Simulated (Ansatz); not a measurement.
# Bi (simple hexagonal type): how the settings move a single-point run

Aim: see which settings change the result for Bi (simple hexagonal type), by how much, and at what cost.

Method: reference: DFT, PBE, all-electron LAPW, scalar-relativistic, in Ansatz 0.2.0.

### 1 The system as given

It takes space group P6/mmm (No. 191, hexagonal). The conventional cell has a = 3.390 Å, b = 3.390 Å, c = 3.225 Å, α = 90.00°, β = 90.00°, γ = 120.00°. Around Bi (site symmetry 6/mmm) lie 8 Bi at 3.22 to 3.39 Å.

Coordinates:

```cif
data_structure
_symmetry_space_group_name_H-M 'P6/mmm'
_symmetry_Int_Tables_number 191
_cell_length_a 3.3901
_cell_length_b 3.3901
_cell_length_c 3.2247
_cell_angle_alpha 90.000
_cell_angle_beta 90.000
_cell_angle_gamma 120.000
_cell_volume 32.09
loop_
_atom_site_label
_atom_site_type_symbol
_atom_site_symmetry_multiplicity
_atom_site_Wyckoff_symbol
_atom_site_fract_x
_atom_site_fract_y
_atom_site_fract_z
_atom_site_occupancy
Bi1 Bi 1 a 0.00000 0.00000 0.00000 1
```

### 2 The reference run

input.yaml

```yaml
crystal:
  lattice:
    - [3.3900534553, 0.0, 0.0]
    - [-1.6950267276, 2.9358724125, 0.0]
    - [0.0, 0.0, 3.2246593881]
  atoms:
    - { symbol: Bi, position: [0.0, 0.0, 0.0] }
kpoints:
  mp_grid: { grid: [14, 14, 13] }
scf:
  occupations: { method: fermi_dirac, width: 0.1 }
hamiltonian:
  xc: pbe
  pseudopotentials: { kind: all_electron, lapw: { basis_error: 0.001 } }
output:
  forces: true
  stress: true
  eigenvalues: true
  populations: true
```

Launch:

```bash
ansatz run input.yaml --threads 1 --pin off --max-ram 2048MiB --backend cpu --events-out ev --progress --plain --runs-dir out
```

### 3 Changed: mp_grid.grid [11, 11, 10], occupations.method tetrahedron, lower_state_search light, width left out

input.yaml: that of step 2 with these lines changed.

```diff
@@ -8,5 +8,6 @@
 kpoints:
-  mp_grid: { grid: [14, 14, 13] }
+  mp_grid: { grid: [11, 11, 10] }
 scf:
-  occupations: { method: fermi_dirac, width: 0.1 }
+  occupations: { method: tetrahedron }
+  lower_state_search: light
 hamiltonian:
```

**Question.** What will these runs give? Wanted: for each run, ending; energy change; pressure; gap; force.

As calculated:

| run | ending | energy change | pressure (GPa) | gap (eV) | force (eV/Å) | cycles | time |
| --- | --- | --- | --- | --- | --- | --- | --- |
| reference | converged | 0 | 2.8 | 0.00 | 0.00 | 6 | 18 s |
| 1: mp_grid.grid [11, 11, 10], occupations.method tetrahedron, lower_state_search light, width left out | converged | +2.6 meV/atom (σ→0) | 3.0 | 0.00 | 0.00 | 6 | 10 s |

Residual by cycle in the longest SCF loop of each run; runs are numbered as in the table. The quantity is the density residual dr2, in eV.

```csv
cycle,reference,run 1
1,0.0087,0.00856
2,0.00443,0.00428
3,4.0e-4,3.8e-4
4,1.4e-5,1.5e-5
5,2.7e-7,2.6e-7
6,2.7e-9,2.9e-9
```

**Reading.** Changing the k-point mesh, smearing and search for lower states moves the energy by +2.6 meV/atom (σ→0 values). Cost: 10 s against 18 s.
